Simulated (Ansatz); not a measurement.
# Na2Cl: distorted cells

Theory: Ansatz 0.2.0, DFT PBEsol, scalar-relativistic, plane waves, PAW.

Settings: cutoff 420 eV, Γ-centred mesh 8×8×4 on the computed 6-atom cell, Gaussian smearing of 0.10 eV; no spin polarisation.

Reference cell:

```
CELL_PARAMETERS angstrom
3.55609 0.00000 0.00000
0.00000 3.55609 0.00000
0.00000 0.00000 12.59257
ATOMIC_POSITIONS crystal
Na 0.00000 0.00000 0.22690
Na 0.00000 0.00000 0.77310
Na 0.00000 0.00000 0.50000
Na 0.50000 0.50000 0.00000
Cl 0.50000 0.50000 0.35918
Cl 0.50000 0.50000 0.64082
```

Each variant moves atoms of this cell by the vectors given, if any (Å), and then applies a symmetric strain (tensor components, Cartesian axes). The reference cell isn't relaxed at this level. Energies are per atom at zero smearing, counted from the lowest variant. Pressure is positive in compression.

1. strain (xx yy zz yz xz xy, %) 2.70 4.98 2.38 0.00 0.00 2.00; moves: Na1 (-0.049, 0.056, -0.055); Na2 (-0.049, 0.056, 0.055); Na3 (-0.080, -0.092, 0.000); Na4 (-0.041, 0.009, 0.000); Cl5 (0.110, -0.014, 0.029); Cl6 (0.110, -0.014, -0.029)
2. strain (xx yy zz yz xz xy, %) 4.51 7.79 0.15 -0.90 0.00 0.00; moves: Na1 (0.000, 0.016, -0.023); Na2 (0.000, 0.060, -0.022); Na3 (0.000, -0.074, 0.082); Na4 (0.000, -0.003, -0.046); Cl5 (0.000, 0.030, 0.022); Cl6 (0.000, -0.029, -0.014)
3. strain (xx yy zz yz xz xy, %) 3.88 3.88 3.32 0.52 0.52 6.00; moves: Na1 (0.005, 0.030, 0.038); Na2 (-0.030, -0.005, -0.038); Na3 (0.037, -0.037, 0.000); Na4 (-0.018, 0.018, 0.000); Cl5 (-0.052, -0.057, -0.027); Cl6 (0.057, 0.052, 0.027)

| variant | ΔE (meV/atom) | P (GPa) | largest force (eV/Å) | space group |
| --- | --- | --- | --- | --- |
| 1 | 7.4 | -1.76 | 0.31 | Pm |
| 2 | 22.4 | -1.95 | 0.23 | Pm |
| 3 | 0.0 | -1.69 | 0.15 | C2 |